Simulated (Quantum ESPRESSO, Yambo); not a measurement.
Planning a run of Yambo 5.3.0 on AgCl (Fm-3m). The input:

```
HF_and_locXC
gw0
dyson
ppa
em1d
rim_cut
RandQpts= 1000000
RandGvec= 1 RL
EXXRLvcs= 74 Ry
VXCRLvcs= 296 Ry
Chimod= "HARTREE"
% BndsRnXp
 1 | 120 |
%
NGsBlkXp= 13 Ry
% LongDrXp
 1 | 1 | 1 |
%
% GbndRnge
 1 | 120 |
%
DysSolver= "n"
ExtendOut
PPAPntXp= 27.21138 eV
% QPkrange
 4 | 4 | 12 | 15 |
 1 | 1 | 12 | 15 |
%
```

```sh
OMP_NUM_THREADS=1 mpirun -n 4 yambo -F gw1.in -J gw1 -C gw1 > gw1.log
```

The stored states that it reads are on a 6×6×6 mesh. It takes space group Fm-3m (No. 225, cubic). The conventional cell has a = 5.597 Å, b = 5.597 Å, c = 5.597 Å, α = 90.00°, β = 90.00°, γ = 90.00°. Ag has 6 Cl at 2.80 Å nearest. Nearest to Cl lie 6 Ag at 2.80 Å. Farther neighbours and most contacts between anions are not listed.

Question: How long will it take on 4 MPI ranks of Arm Neoverse V2, shared host, and how much memory?

It took 7.6 min; on shared hardware allow 3.8 min to 15 min. Peak host memory was 1.9 GiB.

The screening grows as filled bands × empty bands × pairs of k points, times the square of the screening basis for the matrix.

[Paths, hosts, dates, memory and timing lines, banners, echoed tables and standing remarks are left out of the program output.]

[Logs are printed without paths, hosts, clocks, repeated set-up lines and the standing remarks that a program may print on its own settings, such as how far it seeks lower states.]

[Runs of the session that timed out or met a known fault of the program may be left out.]

[Hosts, paths, dates, database ids (printed as entryN), source tags and the programs' standing remarks are cut or masked in the printed files.]
